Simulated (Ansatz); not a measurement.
Crystal: InP.

```
In P
1.0
     0.00000    2.93050    2.93050
     2.93050    0.00000    2.93050
     2.93050    2.93050    0.00000
In P
1 1
Cartesian
  0.0000 0.0000 0.0000
  4.3957 4.3957 4.3957
```

- Program: Ansatz 0.2.0
- Task: relaxation of cell and atoms
- Functional: revPBE
- Potentials or basis: all-electron LAPW, scalar-relativistic
- Basis error allowed: 0.001 eV/atom
- k mesh: 8 × 8 × 8
- Occupations: fermi-dirac, width 0.05 eV
- Spin: no spin polarisation

At the start: volume 25.17 Å³/atom.

Question: Where does the relaxation end?

Answer: Over 4 steps the energy falls by 25.2 meV/atom and the volume is 27.04 Å³/atom (+7.4 %); space group F-43m (No. 216, to 0.05 Å).

The path:
| step | energy change (eV) | largest force (eV/Å) | volume (Å³) |
| --- | --- | --- | --- |
| 1 | 0.0000 | 0.0000 | 50.33 |
| 2 | -0.0499 | 0.0000 | 54.38 |
| 3 | -0.0503 | 0.0000 | 54.07 |
| 4 | -0.0503 | 0.0000 | 54.07 |

Final structure:
```
In P
1.0
     0.00000    3.00136    3.00136
     3.00136    0.00000    3.00136
     3.00136    3.00136    0.00000
In P
1 1
Direct
  0.00000 0.00000 0.00000
  0.75000 0.75000 0.75000
```
